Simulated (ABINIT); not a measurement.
BN:

```
N B
1.0
     2.55394    0.00000    0.00000
    -1.27697    2.21178    0.00000
     0.00000    0.00000    4.22685
N B
2 2
Direct
  0.33333 0.66667 0.12528
  0.66667 0.33333 0.62528
  0.33333 0.66667 0.49972
  0.66667 0.33333 0.99972
```

Measurements of this composition are mostly on another form, of space group No. 194.

Base run:

* Program: ABINIT 10.8.3 (patched build)
* Functional: PBE
* Potentials or basis: JTH PAW PBE v2.0
* Cutoff: 680 eV
* k mesh: 12 × 12 × 6
* Occupations: fermi-dirac, width 0.05 eV
* Spin: no spin polarisation

Its results: band gap on the k mesh 5.19 eV, indirect (least direct gap 8.22 eV); largest force 0.014 eV/Å.

Question: The run is repeated on the same cell with these changes: functional from PBE to r2SCAN; cutoff from 680 eV to 844 eV; fine-grid cutoff from 1278.94 eV to 1442.2 eV. What comes out?

Answer: Band gap on the k mesh 5.71 eV, indirect (least direct gap 8.89 eV); largest force 0.045 eV/Å.

Caveats: the PAW data sets were made with another functional, which shifts forces and pressure a little (some runs).

Not every run made on this cell is shown here.
